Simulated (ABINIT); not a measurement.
# TaN (Fm-3m) in ABINIT: a series of runs

The runs below take TaN through single point, with BLYP, AM05.

All numbers are computed with ABINIT 10.8.3 (patched build); they aren't measurements. Logs are shortened: lines on timing, memory, paths and dates and some standing lists are left out, and cuts for length are marked. The log counts tension as positive stress, the text compression.

### 1 The crystal as given

It takes space group Fm-3m (No. 225, cubic). Conventional cell: a = 4.423 Å, b = 4.423 Å, c = 4.423 Å, α = 90.00°, β = 90.00°, γ = 90.00°. Ta (site symmetry m-3m) is surrounded by 6 N at 2.21 Å. Around N (site symmetry m-3m) lie 6 Ta at 2.21 Å.

The cell comes from a database or a generator and needn't be the stable form of this composition.

### 2 Single point, BLYP

Contents of run.abi:

```
# Pseudopotentials
pp_dirpath "./"
pseudos "Ta.GGA_PBE-JTH.xml, N.GGA_PBE-JTH.xml"

# Structure
acell 5.9097083415 5.9097083415 5.9097083415
rprim
     0.0000000000     0.7071067812     0.7071067812
     0.7071067812     0.0000000000     0.7071067812
     0.7071067812     0.7071067812     0.0000000000
ntypat 2
znucl 73 7
natom 2
typat 1 2
xred
     0.5000000000     0.5000000000     0.5000000000
     0.0000000000     0.0000000000     0.0000000000

# Plane-wave basis
ecut 31.0
pawecutdg 53.0
pawxcdev 0

# k points
kptopt 1
ngkpt 10 10 10
nshiftk 1
shiftk 0.0 0.0 0.0

# Exchange and correlation
ixc -106131

# Bands and occupations
nband 13
occopt 3
tsmear 0.00183747

# SCF cycle
nstep 100
tolvrs 1.0e-9

# Output
iomode 3
prtwf 0
prtden 0
prteig 0
prtebands 0
enunit 1
```

Potentials or basis: JTH PAW PBE v2.0.

Command:

```bash
$ abinit run.abi > log 2>&1
```

run.abo:

```text
.Version 10.8.3 of ABINIT
 Symmetries : space group Fm -3 m (#225); Bravais cF (face-center cubic)
================================================================================
 Values of the parameters that define the memory need of the present run
     intxc =       0    ionmov =       0      iscf =      17    lmnmax =      18
     lnmax =       6     mgfft =      30  mpssoang =       3    mqgrid =    3001
     natom =       2  nloc_mem =       2    nspden =       1   nspinor =       1
    nsppol =       1      nsym =      48    n1xccc =       1    ntypat =       2
    occopt =       3   xclevel =       2
       mpw =        1224          nfft =       27000          nkpt =          47
 PAW method is used; the additional fine FFT grid is defined by:
   mgfftf=        40    nfftf =     64000
================================================================================
================================================================================

--------------------------------------------------------------------------------
------------- Echo of variables that govern the present computation ------------
--------------------------------------------------------------------------------
 -outvars: echo values of preprocessed input variables --------
            acell      5.9097083415E+00  5.9097083415E+00  5.9097083415E+00 Bohr
              amu      1.80947900E+02  1.40067400E+01
             ecut      3.10000000E+01 Hartree
           enunit           1
              ixc     -106131
         kptrlatt       10    0    0      0   10    0      0    0   10
          kptrlen      5.90970834E+01
            natom           2
            nband          13
            ngfft          30      30      30
          ngfftdg          40      40      40
             nkpt          47
            nstep         100
             nsym          48
           ntypat           2
           occopt           3
        pawecutdg      5.30000000E+01 Hartree
         pawxcdev           0
           prtden           0
        prtebands           0
           prteig           0
            prtwf           0
            rprim      0.0000000000E+00  7.0710678120E-01  7.0710678120E-01
                       7.0710678120E-01  0.0000000000E+00  7.0710678120E-01
                       7.0710678120E-01  7.0710678120E-01  0.0000000000E+00
          spgroup         225
           tolvrs      1.00000000E-09
           tsmear      1.83747000E-03 Hartree
            typat      1  2
           useylm           1
           xangst      2.2113229986E+00  2.2113229986E+00  2.2113229986E+00
                       0.0000000000E+00  0.0000000000E+00  0.0000000000E+00
            xcart      4.1787948432E+00  4.1787948432E+00  4.1787948432E+00
                       0.0000000000E+00  0.0000000000E+00  0.0000000000E+00
             xred      5.0000000000E-01  5.0000000000E-01  5.0000000000E-01
                       0.0000000000E+00  0.0000000000E+00  0.0000000000E+00
            znucl       73.00000    7.00000

================================================================================

 chkinp: Checking input parameters for consistency.
[... 130 lines left out ...]
    1       0.000000000000      0.000000000000      0.000000000000
    2       0.000000000000      0.000000000000      0.000000000000

 cartesian coordinates (angstrom) at end:
    1      2.21132299855433     2.21132299855433     2.21132299855433
    2      0.00000000000000     0.00000000000000     0.00000000000000

 cartesian forces (hartree/bohr) at end:
    1     -0.00000000000000    -0.00000000000000    -0.00000000000000
    2     -0.00000000000000    -0.00000000000000    -0.00000000000000
 frms,max,avg= 0.0000000E+00 0.0000000E+00   0.000E+00  0.000E+00  0.000E+00 h/b

 cartesian forces (eV/Angstrom) at end:
    1     -0.00000000000000    -0.00000000000000    -0.00000000000000
    2     -0.00000000000000    -0.00000000000000    -0.00000000000000
 frms,max,avg= 0.0000000E+00 0.0000000E+00   0.000E+00  0.000E+00  0.000E+00 e/A
 length scales=  5.909708341500  5.909708341500  5.909708341500 bohr
              =  3.127282975284  3.127282975284  3.127282975284 angstroms
 Fermi (or HOMO) energy (eV) =   6.62037   Average Vxc (eV)= -12.59507
 Eigenvalues (   eV  ) for nkpt=  47  k points:
 kpt#   1, nband= 13, wtk=  0.00100, kpt=  0.0000  0.0000  0.0000 (reduced coord)
 -63.11215  -29.32890  -29.32890  -29.32890  -12.00941    2.80693    2.80693    2.80693
   4.55181    4.55181    4.55181    6.64307    6.64307
 prteigrs : prtvol=0 or 1, do not print more k-points.

--- !EnergyTerms
iteration_state     : {dtset: 1, }
comment             : Components of total free energy in Hartree
kinetic             :  1.21651599896870E+01
hartree             :  8.22019322575273E+00
xc                  : -1.08141381715535E+01
Ewald energy        : -6.16881514947373E+01
psp_core            :  9.86716772711602E+00
local_psp           : -1.15999256942571E+01
PAW spherical_terms : -1.51312926634221E+01
internal            : -6.89809870814143E+01
'-kT*entropy'       : -2.43843101946749E-04
total_energy        : -6.89812309245162E+01
total_energy_eV     : -1.87707491841022E+03
...

--- !EnergyTermsDC
iteration_state     : {dtset: 1, }
comment             : '"Double-counting" decomposition of free energy'
band_energy         : -1.16270409860029E+01
Ewald energy        : -6.16881514947373E+01
psp_core            :  9.86716772711602E+00
xc_dc               : -1.19100251975761E+01
PAW spherical_terms :  6.37706426178900E+00
internal            : -6.89809856894114E+01
'-kT*entropy'       : -2.43843101946749E-04
total_energy_dc     : -6.89812295325133E+01
total_energy_dc_eV  : -1.87707488053189E+03
...

--- !EnergyTermsWithPAWCore
iteration_state     : {dtset: 1, }
comment             : 'Components of total free energy, including PAW core contributions'
Total energy        : -1.56606471490953E+04
Total energy DC     : -1.56606471477033E+04
Total energy (eV)   : -4.26147918436054E+05
Total energy DC (eV): -4.26147918398176E+05
...

 Cartesian components of stress tensor (hartree/bohr^3)
  sigma(1 1)= -3.38682005E-04  sigma(3 2)=  0.00000000E+00
  sigma(2 2)= -3.38682005E-04  sigma(3 1)=  0.00000000E+00
  sigma(3 3)= -3.38682005E-04  sigma(2 1)=  0.00000000E+00

-Cartesian components of stress tensor (GPa)         [Pressure=  9.9644E+00 GPa]
- sigma(1 1)= -9.96436861E+00  sigma(3 2)=  0.00000000E+00
- sigma(2 2)= -9.96436861E+00  sigma(3 1)=  0.00000000E+00
- sigma(3 3)= -9.96436861E+00  sigma(2 1)=  0.00000000E+00

== END DATASET(S) ==============================================================
================================================================================

 -outvars: echo values of variables after computation  --------
            acell      5.9097083415E+00  5.9097083415E+00  5.9097083415E+00 Bohr
           etotal     -6.8981229533E+01
            fcart     -0.0000000000E+00 -0.0000000000E+00 -0.0000000000E+00
                      -0.0000000000E+00 -0.0000000000E+00 -0.0000000000E+00
            rprim      0.0000000000E+00  7.0710678120E-01  7.0710678120E-01
                       7.0710678120E-01  0.0000000000E+00  7.0710678120E-01
                       7.0710678120E-01  7.0710678120E-01  0.0000000000E+00
           strten     -3.3868200520E-04 -3.3868200520E-04 -3.3868200520E-04
                       0.0000000000E+00  0.0000000000E+00  0.0000000000E+00
           xangst      2.2113229986E+00  2.2113229986E+00  2.2113229986E+00
                       0.0000000000E+00  0.0000000000E+00  0.0000000000E+00
             xred      5.0000000000E-01  5.0000000000E-01  5.0000000000E-01
                       0.0000000000E+00  0.0000000000E+00  0.0000000000E+00
 Calculation completed.
```

Run time: 38 s. Hardware: 1 thread of Arm Neoverse V2, shared host; peak memory 0.12 GiB.

Results:

- Free energy: -1877.0749 eV
- Pressure: 10.0 GPa
- Band gap on the k mesh: none (metal or under the smearing width)
- Valence electrons inside the program's atomic spheres: Ta 10.73; N 2.58

Levels at points of the mesh, in eV from the Fermi level:
```tsv
k point	band 7	band 8	band 9	band 10	band 11	band 12
(0.00, 0.00, 0.00)	-3.81	-3.81	-2.07	-2.07	-2.07	0.02
(0.50, 0.00, 0.00)	-7.46	-7.46	1.73	1.73	1.86	4.14
(0.50, 0.50, 0.00)	-5.24	-4.60	-4.60	1.97	3.28	3.28
```

Caveat: the highest band is partly filled, so the run has too few bands; the PAW data sets were made with another functional, which shifts forces and pressure a little. The run has no spin-orbit coupling, so splittings on Ta are missing.

### 3 Single point, AM05

run.abi, as its differences from that of step 2:

```diff
@@ -30,3 +30,3 @@
 # Exchange and correlation
-ixc -106131
+ixc -120135
```

Potentials or basis: JTH PAW PBE v2.0.

Command:

```bash
$ abinit run.abi > log 2>&1
```

run.abo:

```text
.Version 10.8.3 of ABINIT
 Symmetries : space group Fm -3 m (#225); Bravais cF (face-center cubic)
================================================================================
 Values of the parameters that define the memory need of the present run
     intxc =       0    ionmov =       0      iscf =      17    lmnmax =      18
     lnmax =       6     mgfft =      30  mpssoang =       3    mqgrid =    3001
     natom =       2  nloc_mem =       2    nspden =       1   nspinor =       1
    nsppol =       1      nsym =      48    n1xccc =       1    ntypat =       2
    occopt =       3   xclevel =       2
       mpw =        1224          nfft =       27000          nkpt =          47
 PAW method is used; the additional fine FFT grid is defined by:
   mgfftf=        40    nfftf =     64000
================================================================================
================================================================================

--------------------------------------------------------------------------------
[... 242 lines left out ...]
- sigma(2 2)=  1.23373748E+01  sigma(3 1)=  0.00000000E+00
- sigma(3 3)=  1.23373748E+01  sigma(2 1)=  0.00000000E+00

== END DATASET(S) ==============================================================
================================================================================

 -outvars: echo values of variables after computation  --------
            acell      5.9097083415E+00  5.9097083415E+00  5.9097083415E+00 Bohr
           etotal     -6.9078426107E+01
            fcart     -0.0000000000E+00 -0.0000000000E+00 -0.0000000000E+00
                      -0.0000000000E+00 -0.0000000000E+00 -0.0000000000E+00
            rprim      0.0000000000E+00  7.0710678120E-01  7.0710678120E-01
                       7.0710678120E-01  0.0000000000E+00  7.0710678120E-01
                       7.0710678120E-01  7.0710678120E-01  0.0000000000E+00
           strten      4.1933884469E-04  4.1933884469E-04  4.1933884469E-04
                       0.0000000000E+00  0.0000000000E+00  0.0000000000E+00
           xangst      2.2113229986E+00  2.2113229986E+00  2.2113229986E+00
                       0.0000000000E+00  0.0000000000E+00  0.0000000000E+00
             xred      5.0000000000E-01  5.0000000000E-01  5.0000000000E-01
                       0.0000000000E+00  0.0000000000E+00  0.0000000000E+00
 Calculation completed.
```

Wall time 35 s (1 thread of Arm Neoverse V2, shared host); peak memory 0.12 GiB.

Results:

| Quantity | Value |
| --- | --- |
| Free energy | -1879.7197 eV |
| Pressure | -12.3 GPa |
| Band gap on the k mesh | none (metal or under the smearing width) |
| Valence electrons inside the program's atomic spheres | Ta 10.71; N 2.52 |

Caveat: the highest band is partly filled, so the run has too few bands; the PAW data sets were made with another functional, which shifts forces and pressure a little.
